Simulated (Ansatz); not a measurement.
Crystal: In.

```
In
1.0
    -1.62547    1.62547    2.47370
     1.62547   -1.62547    2.47370
     1.62547    1.62547   -2.47370
In
1
Direct
  0.00000 0.00000 0.00000
```

- Program: Ansatz 0.2.0
- Task: relaxation of cell and atoms
- Functional: LDA
- Potentials or basis: Ansatz PAW
- Cutoff: 420 eV (not typed: the program's choice for these potentials)
- k mesh: 11 × 11 × 11
- Occupations: fermi-dirac, width 0.05 eV
- Spin: no spin polarisation

At the start: volume 26.14 Å³/atom.

Q: How do energy, volume and symmetry change on relaxing?

A: It ends after 7 steps and the volume is 24.58 Å³/atom (-6.0 %); space group I4/mmm (No. 139, to 0.05 Å).

The path:
| step | energy change (eV) | largest force (eV/Å) | volume (Å³) |
| --- | --- | --- | --- |
| 1 | 0.0000 | 0.0000 | 26.14 |
| 2 | -0.0130 | 0.0000 | 24.73 |
| 3 | -0.0134 | 0.0000 | 24.58 |
| 4 | -0.0140 | 0.0000 | 24.28 |
| 5 | -0.0146 | 0.0000 | 24.59 |
| 6 | -0.0146 | 0.0000 | 24.58 |
| 7 | -0.0144 | 0.0000 | 24.58 |

Final structure:
```cif
data_structure
_symmetry_space_group_name_H-M 'P 1'
_symmetry_Int_Tables_number 1
_cell_length_a 3.2876
_cell_length_b 3.2876
_cell_length_c 3.2876
_cell_angle_alpha 121.382
_cell_angle_beta 121.382
_cell_angle_gamma 87.623
_cell_volume 24.58
loop_
_atom_site_label
_atom_site_type_symbol
_atom_site_fract_x
_atom_site_fract_y
_atom_site_fract_z
_atom_site_occupancy
In1 In 0.00000 0.00000 0.00000 1
```

Caveat: the plane-wave basis is chosen anew once the cell has moved, so the energies of steps on either side of that aren't comparable; the PAW data sets come from PBE, with cores solved anew for the run's functional, which leaves a small shift of forces and pressure.
